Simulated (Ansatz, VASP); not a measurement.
Cd in VASP and in Ansatz

```xyz
4
Lattice="3.1165 0.0000 0.0000 -1.5583 2.6990 0.0000 0.0000 0.0000 9.9232" Properties=species:S:1:pos:R:3 pbc="T T T"
Cd    3.1165    0.0000    0.0000
Cd    3.1165    0.0000    4.9616
Cd    0.0000    1.7993    2.4808
Cd    1.5583    0.8997    7.4424
```

Alike in both runs: functional PBEsol; k mesh 12 × 12 × 3; occupations fermi-dirac, width 0.1 eV; no spin polarisation.

Ansatz relaxed the structure, and its values are those at the end. VASP's run is a single point on that final structure, the one shown.

```csv
,VASP,Ansatz
version,VASP 6.6.1,Ansatz 0.2.0
potentials or method,"VASP PAW PBE potentials, release 64 (Cd)","plane waves (420 eV) with PAW, scalar-relativistic"
plane-wave cutoff (eV),520,420
valence electrons in the cell,48,80
```

VASP gave:

| Quantity | Value |
| --- | --- |
| pressure (GPa) | 0.4 |

Task: Which values does Ansatz return?

Result: Pressure (GPa): 0.0.

The functional is the same, so the differences come from potentials, cutoffs and numerics. The two sets of potentials don't hold the same shells in valence. Ansatz warned: «pseudo_functional_mismatch».

Caveats: the PAW data sets were made with another functional, which shifts forces and pressure a little (VASP).
